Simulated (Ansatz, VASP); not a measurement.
This is a calculation of Li2O for Ansatz 0.2.0.

The input input.yaml:

```yaml
crystal:
  lattice:
    - [0.0, 2.311237439, 2.311237439]
    - [2.311237439, 0.0, 2.311237439]
    - [2.311237439, 2.311237439, 0.0]
  atoms:
    - { symbol: O, position: [0.0, 0.0, 0.0] }
    - { symbol: Li, position: [0.25, 0.25, 0.25] }
    - { symbol: Li, position: [0.75, 0.75, 0.75] }
hamiltonian:
  xc: pbe
  pseudopotentials: { kind: paw }
kpoints:
  mp_grid: { grid: [10, 10, 10] }
scf:
  occupations: { method: fermi_dirac, width: 0.05 }
output:
  forces: true
  stress: true
  eigenvalues: true
```

Potentials or basis: Ansatz PAW.

Run with:

```sh
$ ansatz run input.yaml --threads 1 --pin off --max-ram 3584MiB --backend cpu --events-out ev --progress --plain --runs-dir out
```

Translate it to VASP 6.6.1. Potentials there: VASP PAW PBE potentials, release 64 (O, Li_sv).

As run (the cutoff follows the program's own potentials):

File INCAR:

```
SYSTEM = Li2O
PREC = Accurate ; ENCUT = 520
EDIFF = 1E-7 ; ISMEAR = -1
SIGMA = 0.05 ; LREAL = .False.
LASPH = .True. ; NELM = 60
ALGO = Normal ; ISIF = 2
LWAVE = .False. ; LCHARG = .False.
GGA = PE ; NBANDS = 13
```

The input KPOINTS:

```
regular mesh
0
Gamma
  10 10 10
  0 0 0
```

Contents of POSCAR:

```
Li2O
1.0
    0.0000000000      2.3112374390      2.3112374390
    2.3112374390      0.0000000000      2.3112374390
    2.3112374390      2.3112374390      0.0000000000
O Li
1 2
Direct
    0.0000000000      0.0000000000      0.0000000000
    0.2500000000      0.2500000000      0.2500000000
    0.7500000000      0.7500000000      0.7500000000
```

Potentials or basis: VASP PAW PBE potentials, release 64 (O, Li_sv).

The run is started by

```console
$ cat potpaw_PBE.64/O/POTCAR potpaw_PBE.64/Li_sv/POTCAR > POTCAR
$ mpirun -np 1 vasp_std > vasp.out
```

Both were run:

|  | VASP | Ansatz | Ansatz less VASP |
| --- | --- | --- | --- |
| gap on the k mesh at the Fermi level (eV) | 4.97 | 4.99 | +0.020 |
| least direct gap on the mesh (eV) | 5.26 | 5.25 | -0.009 |

The functional is the same, so the differences come from potentials, cutoffs and numerics.

 A k mesh can miss the band edges.
